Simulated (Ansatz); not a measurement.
# Al (Im-3m) in Ansatz: a series of runs

One crystal, Al, is run at these levels: LDA, PBEsol, RPBE; tasks: relaxation of cell and atoms.

Everything below comes from runs of Ansatz 0.2.0. Logs are shortened: lines on timing, memory, paths and dates and some standing lists are left out, and cuts for length are marked.

## Step 1: The crystal as given

The structure is cubic, space group Im-3m (No. 229). The conventional cell has a = 3.182 Å, b = 3.182 Å, c = 3.182 Å, α = 90.00°, β = 90.00°, γ = 90.00°. Al (site symmetry m-3m) has 8 Al at 2.76 Å as nearest neighbours.

This isn't the form of Al at room conditions, which is fcc.

## Step 2: Relaxation of cell and atoms, LDA

File input.yaml:

```yaml
crystal:
  lattice:
    - [-1.59121869, 1.59121869, 1.59121869]
    - [1.59121869, -1.59121869, 1.59121869]
    - [1.59121869, 1.59121869, -1.59121869]
  atoms:
    - { symbol: Al, position: [0.0, 0.0, 0.0] }
hamiltonian:
  xc: lda
  pseudopotentials: { kind: paw }
kpoints:
  mp_grid: { grid: [12, 12, 12] }
scf:
  occupations: { method: fermi_dirac, width: 0.05 }
output:
  forces: true
  stress: true
  eigenvalues: true
relax:
  f_tol: 0.01
  max_steps: 40
  cell: { stress_tol: 0.05 }
```

Potentials or basis: Ansatz PAW.

The run is started by

```sh
$ ansatz run input.yaml --threads 2 --pin off --max-ram 5632MiB --backend cpu --events-out ev --progress --plain --runs-dir out
```

The log of the run:

```text
Warning: RAYON_NUM_THREADS=2 ignored (pool sized by the plan → 2); use --threads N
Engine: ansatz 0.2.0, aarch64-unknown-linux-gnu
Pseudopotentials: kind: paw
Pseudopotential: Al, paw, valence charge 3, recommended cutoff 420 eV (normal), Al.paw.azcp
Functional definition: SPW92
  exchange = slater_x
  correlation = pw_c
Crystal: 1 atoms, lattice volume = 16.116 Å³
Basis set: ecut = 420 eV, 321 PW (Γ)
Bands: 6, of which v1, the nominal top of the filled ones, is band 2 counted from 1 (1 counted from 0)
Symmetry: 48 space group operations
Space group: Im-3m (ITA 229), of the structure as read, at distance tolerance 2.5e-5 Å
k-points: 72 of 1728
Non-local potential: Al, projectors of the file, l = 0: 2, l = 1: 2, l = 2: 1
PAW form: soft (Blöchl's): semilocal exchange-correlation on the pseudo side does not see the compensation charge
PAW frozen core: Al, regenerated for the run's functional, and the local potential with it (the file was generated under x = pbe(κ = 0.804, μ = 0.2195149727645171), c = pbe(β = 0.06672455060314922))
PAW one-centre angular grid: Al, 110 points (default); XC on 64 Gauss nodes
Initial density: superposition of atomic densities (neutral atoms: chi_scale 0, normalization atom), corrected by the library's trained network
Initial wavefunctions: pseudopotential atomic-orbital guess
Functional: x = slater, c = lda
SCF iter   1: F=—  HF=-512.774863 eV  |F-HF|=—  |Δ(HF+E_count)|=         —  Δρ=3.00e-3  dr2=1.39e-3  ethr=1.77e-3  ⟨swp⟩=4.9  Hψ=3945  notcnv=0
preconditioner: auto → none  [metal: Δε(μ)=0.092 eV  Ē_g=13.339 eV  σ=0.050 eV  W_gap=0.37  n_scr=0 (ndim 8)  ℏωp=16.0 eV  f_vac=0.000  D(μ)=0.47/eV (n_scr^D=0)]
SCF iter   2: F=—  HF=-512.774399 eV  |F-HF|=—  |Δ(HF+E_count)|=   4.64e-4  Δρ=1.35e-3  dr2=2.74e-4  ethr=4.64e-5  ⟨swp⟩=1.0  Hψ=1009  notcnv=0
SCF iter   3: F=—  HF=-512.774292 eV  |F-HF|=—  |Δ(HF+E_count)|=   1.07e-4  Δρ=3.15e-5  dr2=5.86e-8  ethr=9.12e-6  ⟨swp⟩=2.0  Hψ=516  notcnv=0  defer=1
SCF iter   4: F=—  HF=-512.774292 eV  |F-HF|=—  |Δ(HF+E_count)|=   4.34e-7  Δρ=3.90e-6  dr2=5.54e-10  ethr=1.95e-9  ⟨swp⟩=1.2  Hψ=438  notcnv=0  defer=1
iter 5 did not close the SCF: its close was put off for the readings that it lacked (scf_convergence_deferred on its scf_iter line)
SCF iter   5: F=-512.774292 eV  HF=-512.774292 eV  |F-HF|=4.55e-13  |Δ(HF+E_count)|=  8.39e-10  Δρ=8.61e-8  dr2=4.29e-13  ethr=1.85e-11  ⟨swp⟩=2.0  Hψ=526  notcnv=0  defer=1
SCF iter   6: F=-512.774292 eV  HF=-512.774292 eV  |F-HF|=1.14e-13  |Δ(HF+E_count)|=  2.27e-13  Δρ=8.62e-9  dr2=5.17e-15  ethr=1.00e-12  ⟨swp⟩=2.1  Hψ=1411  notcnv=0
SCF 1 converged in 6 iterations: F = -512.774292 eV  dr2 = 5.17e-15
relax step   1: F+E_penalty+E_count = -512.77429164 eV  Δ(F+E_penalty+E_count) = +0.000e0 eV  max|allowed force component| = 0.000e0 eV/Å  Δτ_max = 0.0000 Å  P = +0.484 GPa  Ω = 16.116 Å³  (6 SCF iters, dr2 threshold 1.00e-7 eV, accepted)
Crystal: 1 atoms, lattice volume = 16.215 Å³
Initial density: handed on by an earlier stage of this run
Initial wavefunctions: those handed on with the density
iter 1 solved again at ethr=1.50e-7 eV; its pass at ethr=3.10e-3 eV (dr2=4.51e-6 eV) is discarded
SCF iter   1: F=—  HF=-512.774417 eV  |F-HF|=—  |Δ(HF+E_count)|=         —  Δρ=1.67e-4  dr2=5.01e-6  ethr=1.50e-7  ⟨swp⟩=2.4  Hψ=4268  notcnv=0
preconditioner: auto → none  [metal: Δε(μ)=0.089 eV  Ē_g=13.291 eV  σ=0.050 eV  W_gap=0.36  n_scr=0 (ndim 8)  ℏωp=16.0 eV  f_vac=0.000  D(μ)=0.47/eV (n_scr^D=0)]
SCF iter   2: F=—  HF=-512.774413 eV  |F-HF|=—  |Δ(HF+E_count)|=   4.66e-6  Δρ=7.87e-5  dr2=1.10e-6  ethr=1.50e-7  ⟨swp⟩=1.0  Hψ=432  notcnv=0
SCF iter   3: F=-512.774411 eV  HF=-512.774411 eV  |F-HF|=1.11e-10  |Δ(HF+E_count)|=   1.45e-6  Δρ=1.39e-6  dr2=1.99e-10  ethr=3.33e-9  ⟨swp⟩=2.8  Hψ=1285  notcnv=0
SCF 2 converged in 3 iterations: F = -512.774411 eV  dr2 = 1.99e-10
relax step   2: F+E_penalty+E_count = -512.77441125 eV  Δ(F+E_penalty+E_count) = -1.196e-4 eV  max|allowed force component| = 0.000e0 eV/Å  Δτ_max = 0.0000 Å  P = +0.017 GPa  Ω = 16.215 Å³  energy of the carried Pulay correction = -3.448e-5 eV  (3 SCF iters, dr2 threshold 1.00e-7 eV, accepted)
Initial wavefunctions: pseudopotential atomic-orbital guess (no wavefunctions were taken with the density)
iter 1 solved again at ethr=1.74e-10 eV; its pass at ethr=3.10e-3 eV (dr2=5.23e-9 eV) is discarded
SCF iter   1: F=—  HF=-512.774447 eV  |F-HF|=—  |Δ(HF+E_count)|=         —  Δρ=4.85e-6  dr2=4.76e-10  ethr=1.74e-10  ⟨swp⟩=3.5  Hψ=5406  notcnv=0
preconditioner: auto → none  [metal: Δε(μ)=0.089 eV  Ē_g=13.290 eV  σ=0.050 eV  W_gap=0.36  n_scr=0 (ndim 8)  ℏωp=16.0 eV  f_vac=0.000  D(μ)=0.47/eV (n_scr^D=0)]
SCF iter   2: F=—  HF=-512.774447 eV  |F-HF|=—  |Δ(HF+E_count)|=   1.61e-9  Δρ=2.44e-6  dr2=1.21e-10  ethr=1.59e-11  ⟨swp⟩=1.0  Hψ=433  notcnv=0
SCF iter   3: F=-512.774447 eV  HF=-512.774447 eV  |F-HF|=2.27e-13  |Δ(HF+E_count)|=  5.48e-10  Δρ=9.09e-9  dr2=5.95e-15  ethr=1.00e-12  ⟨swp⟩=3.0  Hψ=1410  notcnv=0
SCF 3 converged in 3 iterations: F = -512.774447 eV  dr2 = 5.95e-15
relax step   3: F+E_penalty+E_count = -512.77444672 eV  Δ(F+E_penalty+E_count) = -3.547e-5 eV  max|allowed force component| = 0.000e0 eV/Å  Δτ_max = 0.0000 Å  P = +0.022 GPa  Ω = 16.215 Å³  stress off target by 2.23e-2 GPa  SCF on the basis re-selected at this cell (its energy is not comparable with the rows above)  (3 SCF iters)
basis re-selected at this cell: Δ(F+E_penalty+E_count) = -3.547e-5 eV, ΔP = +0.005 GPa vs the last step (what re-selecting the basis moved, of the pressure what is left beyond the Pulay correction that the steps carried, after the strain that the cell walked since its last selection, with what the two solves' SCF thresholds leave and, on support functions, any second-order correction that the steps lacked; it is no measure of the basis error at this ecutwfc). This SCF's stress stands 2.23e-2 GPa from its target on what of the cell is left free (relax.cell.stress_tol is 5.00e-2 GPa) and its largest allowed force component is 0.00e0 eV/Å (relax.f_tol is 1.00e-2 eV/Å): within both
SCF converged after 3 iterations
Free energy (F): -512.774447 eV
Harris-Foulkes:  -512.774447 eV  (|F-HF|=2.27e-13)
Internal energy: -512.770491 eV  (E = F + TS)
E sigma→0 (E₀):  -512.772469 eV
Entropy (-TS):   -0.003955 eV (-3.955 meV/atom)
Fermi energy:    7.889129 eV
--- Per-component energies (eV) ---
  E_band       = 10.475907
  E_kinetic    = 23.039549
  E_local      = 9.557044  (includes V_loc(G=0)·N_el)
  E_nonlocal   = 11.186461
  E_hartree    = 0.064128
  E_xc         = -39.446545
  E_vxc        = -29.420952  (∫ρ·V_xc dr)
  E_paw        = -443.278546  (= ΣΔE_a)
  E_vpaw       = -4.014448  (= ΣTr[D̂ρ^β])
  E_aug_tail   = -0.000004  (compensation charges beyond the density's cutoff)
  E_ewald      = -73.948296
  E_core_change = 0.055717  (= ΣΔE_core)
  E_smearing   = -0.003955  (= −TS)
  E_closure    = 0.000000  (closes the sum)
  Σ components = -512.774447   (vs F -512.774447, Δ=0.00e0)
--- Forces (eV/Å), atoms counted from 1 ---
  atom   1  Al    -0.00000000    -0.00000000    -0.00000000
  max |Σ_I F_I| component: 3.34e-32 eV/Å
--- Stress (GPa, compression-positive) ---
        0.022253      -0.000000      -0.000000
        0.000000       0.022253      -0.000000
       -0.000000      -0.000000       0.022253
  P = ⅓ Tr σ = 0.0223 GPa (0.223 kbar)
--- Band table (eV; the first three rows and the last of 72) ---
  k-point 0: bands = ["-3.2949", "21.0792", "21.0792", "21.0792", "22.6006", "22.6006"]
  k-point 1: bands = ["-3.0932", "18.9790", "19.9355", "20.3672", "21.8706", "22.9689"]
  k-point 2: bands = ["-2.4901", "15.5977", "18.5733", "19.0546", "20.6095", "21.7925"]
  k-point 71: bands = ["9.7950", "9.7950", "9.7950", "10.9284", "10.9284", "13.4997"]
--- Relaxed structure (2 steps of the walk, 2 accepted, 1 SCFs on fresh bases) ---
  F+E_penalty+E_count = -512.77444672 eV   max|allowed force component| = 0.000e0 eV/Å   (the final SCF, on the basis selected at the relaxed cell)
  cell:  # Å, volume = 16.2147 Å³
    - [-1.594468927418719, 1.594468927418719, 1.594468927418719]
    - [1.594468927418719, -1.594468927418719, 1.594468927418719]
    - [1.594468927418719, 1.594468927418719, -1.594468927418719]
  atoms:
    - { symbol: Al, position: [0.0, 0.0, 0.0] }
```

Wall time 0.86 s (2 threads of Arm Neoverse V2, shared host); peak memory 0.25 GiB.

Results:

| Quantity | Value |
| --- | --- |
| Free energy | -512.7744 eV |
| Relaxed volume | 16.21 Å³/atom |
| Relaxed cell | a = 2.762 Å, b = 2.762 Å, c = 2.762 Å, α = 109.47°, β = 109.47°, γ = 109.47° |
| Space group after relaxing (to 0.05 Å) | Im-3m (No. 229) |
| Energy gained by relaxing | 0.2 meV/atom |
| Ionic steps | 3 |
| Pressure after relaxing | 0.0 GPa |
| Band gap on the k mesh | none (metal or under the smearing width) |

The path:
```
step  energy change (eV)  largest force (eV/Å)  volume (Å³)
   1              0.0000                0.0000        16.12
   2             -0.0001                0.0000        16.21
   3             -0.0002                0.0000        16.21
```

Final structure:
```yaml
crystal:
  lattice:
    - [-1.59447, 1.59447, 1.59447]
    - [1.59447, -1.59447, 1.59447]
    - [1.59447, 1.59447, -1.59447]
  atoms:
    - { symbol: Al, position: [0.00000, 0.00000, 0.00000] }
```

Levels at points of the mesh, in eV from the Fermi level:
| k point | band 1 | band 2 | band 3 | band 4 |
| --- | --- | --- | --- | --- |
| (0.00, 0.00, 0.00) | -11.18 | 13.19 | 13.19 | 13.19 |
| (0.00, 0.00, -0.50) | -4.30 | -3.87 | 8.21 | 8.29 |
| (-0.50, -0.50, -0.50) | 1.91 | 1.91 | 1.91 | 3.04 |

Caveat: the plane-wave basis is chosen anew once the cell has moved, so the energies of steps on either side of that aren't comparable; the PAW data sets come from PBE, with cores solved anew for the run's functional, which leaves a small shift of forces and pressure.

## Step 3: Relaxation of cell and atoms, PBEsol

Changes to input.yaml since step 2:

```diff
@@ -8,3 +8,3 @@
 hamiltonian:
-  xc: lda
+  xc: pbesol
   pseudopotentials: { kind: paw }
```

Potentials or basis: Ansatz PAW.

The run is started by

```sh
$ ansatz run input.yaml --threads 2 --pin off --max-ram 5632MiB --backend cpu --events-out ev --progress --plain --runs-dir out
```

It took 1.4 s on 2 threads of Arm Neoverse V2, shared host; peak memory 0.25 GiB.

It converged, with:

- Free energy: -524.4468 eV
- Relaxed volume: 16.59 Å³/atom
- Relaxed cell: a = 2.783 Å, b = 2.783 Å, c = 2.783 Å, α = 109.47°, β = 109.47°, γ = 109.47°
- Space group after relaxing (to 0.05 Å): Im-3m (No. 229)
- Energy gained by relaxing: 3.3 meV/atom
- Ionic steps: 5
- Pressure after relaxing: 0.0 GPa
- Band gap on the k mesh: none (metal or under the smearing width)

Step by step:
```csv
step,energy change (eV),largest force (eV/Å),volume (Å³)
1,0.0000,0.0000,16.12
2,-0.0031,0.0000,16.58
3,-0.0033,0.0000,16.58
4,-0.0032,0.0000,16.59
5,-0.0033,0.0000,16.59
```

Final structure:
```
Al
1.0
    -1.60664    1.60664    1.60664
     1.60664   -1.60664    1.60664
     1.60664    1.60664   -1.60664
Al
1
Direct
  0.00000 0.00000 0.00000
```

Levels at points of the mesh, in eV from the Fermi level:
| k point | band 1 | band 2 | band 3 | band 4 | band 5 |
| --- | --- | --- | --- | --- | --- |
| (0.00, 0.00, 0.00) | -11.05 | 13.14 | 13.14 | 13.14 | 14.61 |
| (0.00, 0.00, -0.50) | -4.26 | -3.82 | 8.14 | 8.23 | 9.96 |
| (-0.50, -0.50, -0.50) | 1.89 | 1.89 | 1.89 | 3.00 | 3.00 |

Caveat: the plane-wave basis is chosen anew once the cell has moved, so the energies of steps on either side of that aren't comparable; the PAW data sets come from PBE, with cores solved anew for the run's functional, which leaves a small shift of forces and pressure.

## Step 4: Relaxation of cell and atoms, RPBE

Changes to input.yaml since step 3:

```diff
@@ -8,3 +8,3 @@
 hamiltonian:
-  xc: pbesol
+  xc: rpbe
   pseudopotentials: { kind: paw }
@@ -18,2 +18,6 @@
   eigenvalues: true
+  write_density: true
+  write_potential: true
+  elf: true
+  volumetric_format: npy
 relax:
```

Potentials or basis: Ansatz PAW.

The run is started by

```sh
$ ansatz run input.yaml --threads 2 --pin off --max-ram 5632MiB --backend cpu --events-out ev --progress --plain --runs-dir out
```

The log of the run:

```text
Warning: RAYON_NUM_THREADS=2 ignored (pool sized by the plan → 2); use --threads N
[... 3 set-up lines as earlier in the session ...]
Functional definition: RPBE
  parameter kappa = 0.804
  parameter beta = 0.06672455060314922
  exchange = rpbe_x(kappa = kappa, mu = beta*pi^2/3)
  correlation = pbe_c(beta = beta)
Crystal: 1 atoms, lattice volume = 16.116 Å³
Basis set: ecut = 420 eV, 321 PW (Γ), exchange–correlation on 40×40×40 points (8 copies of the dense FFT grid, shifted against one another)
Bands: 6, of which v1, the nominal top of the filled ones, is band 2 counted from 1 (1 counted from 0)
[... 2 set-up lines as earlier in the session ...]
k-points: 72 of 1728
[... 6 set-up lines as earlier in the session ...]
Functional: x = rpbe, c = pbe(β = 0.06672455060314922)
SCF iter   1: F=—  HF=-540.326817 eV  |F-HF|=—  |Δ(HF+E_count)|=         —  Δρ=2.32e-3  dr2=8.58e-4  ethr=1.77e-3  ⟨swp⟩=4.4  Hψ=3778  notcnv=0
preconditioner: auto → none  [metal: Δε(μ)=0.029 eV  Ē_g=13.475 eV  σ=0.050 eV  W_gap=0.14  n_scr=0 (ndim 8)  ℏωp=16.0 eV  f_vac=0.000  D(μ)=0.52/eV (n_scr^D=0)]
SCF iter   2: F=—  HF=-540.326574 eV  |F-HF|=—  |Δ(HF+E_count)|=   2.43e-4  Δρ=1.08e-3  dr2=1.83e-4  ethr=2.86e-5  ⟨swp⟩=1.0  Hψ=1009  notcnv=0
[... 52 lines left out ...]
SCF converged after 2 iterations
Free energy (F): -540.344277 eV
Harris-Foulkes:  -540.344277 eV  (|F-HF|=1.74e-11)
Internal energy: -540.340247 eV  (E = F + TS)
E sigma→0 (E₀):  -540.342262 eV
Entropy (-TS):   -0.004030 eV (-4.030 meV/atom)
Fermi energy:    7.556421 eV
--- Per-component energies (eV) ---
  E_band       = 9.927953
  E_kinetic    = 22.042448
  E_local      = 9.507741  (includes V_loc(G=0)·N_el)
  E_nonlocal   = 10.069208
  E_hartree    = 0.060894
  E_xc         = -39.551159
  E_vxc        = -28.446475  (∫ρ·V_xc dr)
  E_paw        = -470.017141  (= ΣΔE_a)
  E_vpaw       = -3.366755  (= ΣTr[D̂ρ^β])
  E_aug_tail   = -0.000001  (compensation charges beyond the density's cutoff)
  E_ewald      = -72.434977
  E_core_change = -0.017261  (= ΣΔE_core)
  E_smearing   = -0.004030  (= −TS)
  E_closure    = -0.000000  (closes the sum)
  Σ components = -540.344277   (vs F -540.344277, Δ=0.00e0)
--- Forces (eV/Å), atoms counted from 1 ---
  atom   1  Al    -0.00000000    -0.00000000    -0.00000000
  max |Σ_I F_I| component: 4.49e-33 eV/Å
--- Stress (GPa, compression-positive) ---
        0.003156      -0.000000       0.000000
        0.000000       0.003156       0.000000
        0.000000       0.000000       0.003156
  P = ⅓ Tr σ = 0.0032 GPa (0.032 kbar)
--- Band table (eV; the first three rows and the last of 72) ---
  k-point 0: bands = ["-3.2390", "20.5160", "20.5160", "20.5160", "21.7891", "21.7891"]
  k-point 1: bands = ["-3.0451", "18.3676", "19.3107", "19.7938", "21.0903", "22.1887"]
  k-point 2: bands = ["-2.4646", "15.0495", "17.9452", "18.4952", "19.8589", "21.0370"]
  k-point 71: bands = ["9.3919", "9.3919", "9.3919", "10.5798", "10.5798", "12.8121"]
--- Relaxed structure (4 steps of the walk, 4 accepted, 2 SCFs on fresh bases) ---
  F+E_penalty+E_count = -540.34427703 eV   max|allowed force component| = 0.000e0 eV/Å   (the final SCF, on the basis selected at the relaxed cell)
  cell:  # Å, volume = 17.2523 Å³
    - [-1.6277807532296267, 1.6277807532296267, 1.6277807532296267]
    - [1.6277807532296267, -1.6277807532296267, 1.6277807532296267]
    - [1.6277807532296267, 1.6277807532296267, -1.6277807532296267]
  atoms:
    - { symbol: Al, position: [0.0, 0.0, 0.0] }
```

rho_z.tsv:

```text
# z_ang	rho[e/angstrom^3]
# format = ansatz-planar-average/11
# lattice	-1.627780753	1.627780753	1.627780753
# lattice	1.627780753	-1.627780753	1.627780753
# lattice	1.627780753	1.627780753	-1.627780753
# sites	1
# site	13	0.000000000	0.000000000	0.000000000
0.000000	1.693060e-1
0.140970	1.696000e-1
0.281940	1.704964e-1
0.422910	1.720458e-1
0.563880	1.741362e-1
0.704850	1.761937e-1
[... 12 lines left out ...]
2.537459	1.704964e-1
2.678429	1.696000e-1
```

v_z.tsv:

```text
# z_ang	v_es[eV]	v_tot[eV]
# format = ansatz-planar-average/11
# xc	rpbe
# density_cutoff_ev	1680
# datasets	Al=:simpson_from_first_knot:soft:shift=880207
# lattice	-1.627780753	1.627780753	1.627780753
# lattice	1.627780753	-1.627780753	1.627780753
# lattice	1.627780753	1.627780753	-1.627780753
# sites	1
# site	13	0.000000000	0.000000000	0.000000000
0.000000	6.894177e-1	-1.019961e1
0.140970	7.306000e-1	-1.009762e1
0.281940	8.611286e-1	-9.774453e0
0.422910	1.123669e0	-9.194063e0
0.563880	1.619335e0	-8.277839e0
0.704850	2.456605e0	-7.029578e0
[... 12 lines left out ...]
2.537459	8.611286e-1	-9.774453e0
2.678429	7.306000e-1	-1.009762e1
```

Wall time 1.7 s (2 threads of Arm Neoverse V2, shared host); peak memory 0.26 GiB.

Results:

```
Free energy                            : -540.3443 eV
Relaxed volume                         : 17.25 Å³/atom
Relaxed cell                           : a = 2.819 Å, b = 2.819 Å, c = 2.819 Å, α = 109.47°, β = 109.47°, γ = 109.47°
Space group after relaxing (to 0.05 Å) : Im-3m (No. 229)
Energy gained by relaxing              : 17.8 meV/atom
Ionic steps                            : 6
Pressure after relaxing                : 0.0 GPa
Band gap on the k mesh                 : none (metal or under the smearing width)
```

The path:
| step | energy change (eV) | largest force (eV/Å) | volume (Å³) |
| --- | --- | --- | --- |
| 1 | 0.0000 | 0.0000 | 16.12 |
| 2 | -0.0171 | 0.0000 | 17.22 |
| 3 | -0.0171 | 0.0000 | 17.24 |
| 4 | -0.0178 | 0.0000 | 17.24 |
| 5 | -0.0178 | 0.0000 | 17.25 |
| 6 | -0.0178 | 0.0000 | 17.25 |

Final structure:
```cif
data_structure
_symmetry_space_group_name_H-M 'P 1'
_symmetry_Int_Tables_number 1
_cell_length_a 2.8194
_cell_length_b 2.8194
_cell_length_c 2.8194
_cell_angle_alpha 109.471
_cell_angle_beta 109.471
_cell_angle_gamma 109.471
_cell_volume 17.25
loop_
_atom_site_label
_atom_site_type_symbol
_atom_site_fract_x
_atom_site_fract_y
_atom_site_fract_z
_atom_site_occupancy
Al1 Al 0.00000 0.00000 0.00000 1
```

Levels at points of the mesh, in eV from the Fermi level:
| k point | band 1 | band 2 | band 3 | band 4 | band 5 | band 6 |
| --- | --- | --- | --- | --- | --- | --- |
| (0.00, 0.00, 0.00) | -10.80 | 12.96 | 12.96 | 12.96 | 14.23 | 14.23 |
| (0.00, 0.00, -0.50) | -4.14 | -3.76 | 7.92 | 8.14 | 9.73 | 11.10 |
| (-0.50, -0.50, -0.50) | 1.84 | 1.84 | 1.84 | 3.02 | 3.02 | 5.26 |

Caveat: the plane-wave basis is chosen anew once the cell has moved, so the energies of steps on either side of that aren't comparable; the PAW data sets come from PBE, with cores solved anew for the run's functional, which leaves a small shift of forces and pressure.

## Step 5: Summary

```tsv
level	gap on the mesh (eV)	pressure (GPa)	relaxed volume (Å³/atom)
LDA	none	0.0	16.21
PBEsol	none	0.0	16.59
RPBE	none	0.0	17.25
```

Alike in all rows: task relaxation of cell and atoms; potentials or basis Ansatz PAW; no spin polarisation; cell relaxed; k mesh 12 × 12 × 12; cutoff (eV) 420; smearing fermi-dirac 0.05 eV.

Caveats: the plane-wave basis is chosen anew once the cell has moved, so the energies of steps on either side of that aren't comparable; the PAW data sets come from PBE, with cores solved anew for the run's functional, which leaves a small shift of forces and pressure.

Absolute energies hang on the potentials; compare differences alone.
